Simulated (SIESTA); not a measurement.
## Bi under changes of volume

One of the cells (35.014 Å³/atom); the others are scaled copies at fixed shape and fractional positions:

```
CELL_PARAMETERS angstrom
4.68926 0.00000 0.00000
0.00000 4.55637 0.00000
-0.34826 0.00000 6.55507
ATOMIC_POSITIONS crystal
Bi 0.25137 0.25000 0.74873
Bi 0.74863 0.75000 0.25127
Bi 0.24989 0.25000 0.24888
Bi 0.75011 0.75000 0.75112
```

| Property | Result |
| --- | --- |
| Program | SIESTA 5.4.2 |
| Functional | PBE |
| Potentials or basis | PseudoDojo 0.4 standard (PBE files) |
| Basis | DZP (energy shift 0.003 Ry; two zetas on semicore shells) |
| Grid cutoff | 500 Ry |
| Energy shift | 0.003 Ry |
| k mesh | 6 × 6 × 4 |
| Occupations | fermi-dirac, width 0.05 eV |
| Spin | no spin polarisation |

```tsv
volume (Å³/atom)	energy over the lowest point (meV/atom)	pressure (GPa)	largest force (eV/Å)
32.268	44.80	5.1	0.017
32.954	25.98	3.7	0.011
33.641	?	?	?
35.014	0.19	0.5	0.002
35.700	0.00	-0.4	0.001
36.387	3.38	-1.2	0.003
```

What does the run at 33.641 Å³/atom give?

Energy over the lowest point 12.60 meV/atom; pressure 2.6 GPa; largest force 0.009 eV/Å.

Worked out: A Birch-Murnaghan fit of order 3 (a polynomial in V^(-2/3)) to the other rows has its minimum at 35.38 Å³/atom with B0 = V·E''(V) = 44 GPa and B' = 4.8 at fixed shape and positions, which overstates the stiffness. It gives 12.65 meV/atom at 33.641 Å³/atom, against the run's 12.60, and -dE/dV = 2.5 GPa, against 2.6.

Energies are extrapolated to zero smearing.

Caveats: the basis of atomic orbitals isn't converged, which shifts pressures, moduli and gaps.
